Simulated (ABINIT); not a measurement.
Runs of ABINIT 10.8.3 (patched build) on CdS (Hawleyite). It takes space group F-43m (No. 216, cubic). Conventional cell: a = 5.833 Å, b = 5.833 Å, c = 5.833 Å, α = 90.00°, β = 90.00°, γ = 90.00°. Cd (site symmetry -43m) is surrounded by 4 S at 2.53 Å. S (site symmetry -43m) is surrounded by 4 Cd at 2.53 Å. 

```tsv
task	level	potentials or basis	k mesh	cutoff (eV)	smearing	most SCF steps	fine-grid cutoff	mesh quality	gap on the mesh (eV)	pressure (GPa)	V0 of scaled cells (Å³/atom)	B0 (GPa)
single point	PBE0-1/3	SPMS NC PBE v1.0	3 × 3 × 3	1034	fermi-dirac 0.05 eV	60	-	coarse	3.48	1.5	-	-
single point	LDA	JTH PAW LDA v2.0	10 × 10 × 10	544	fermi-dirac 0.05 eV	-	1088.46 eV	not flagged	0.84	-	-	-
single point	HSE03(Libxc)	SPMS NC PBE v1.0	3 × 3 × 3	1034	fixed	60	-	coarse	2.10	1.5	-	-
equation of state	WC	JTH PAW PBE v2.0	8 × 8 × 8	544	fermi-dirac 0.05 eV	-	1088.46 eV	not flagged	-	-	24.76	62
band structure	SCAN	JTH PAW PBE v2.0	8 × 8 × 8	653	fermi-dirac 0.05 eV	-	1251.72 eV	not flagged	1.43	0.7	-	-
single point	PBEsol	JTH PAW PBE v2.0	3 × 3 × 3	544	fermi-dirac 0.05 eV	-	1088.46 eV	coarse	0.94	-	-	-
single point	B3LYP	SPMS NC PBE v1.0	3 × 3 × 3	1034	fixed	60	-	coarse	2.52	34.0	-	-
equation of state	LDA-PZ	JTH PAW LDA v2.0	8 × 8 × 8	544	fermi-dirac 0.05 eV	-	1088.46 eV	not flagged	-	-	(b)	(a)
```

Alike in all rows: no spin polarisation; cell as given.

Q: Fill in the values left out.

A: (a) 68; (b) 23.88.

Caveats: some runs use coarse meshes; exact exchange is summed on a coarse mesh, which widens gaps by tenths of an eV (some runs); the potentials were made for another functional, which shifts forces and pressure (some runs); the PAW data sets were made with another functional, which shifts forces and pressure a little (some runs); pressures at fixed basis lie under the slope of the energies (some runs); Libxc's HSE differs a little from that of other programs (some runs); a pressure of tens of GPa on the cell as given is suspect, and the run, the potentials or the cell itself is likely at fault (some runs).

A k mesh can miss the band edges, and the runs leave out spin-orbit coupling on Cd.

The runs don't all hold the same shells in valence.

Runs at the PBE level aren't shown here.
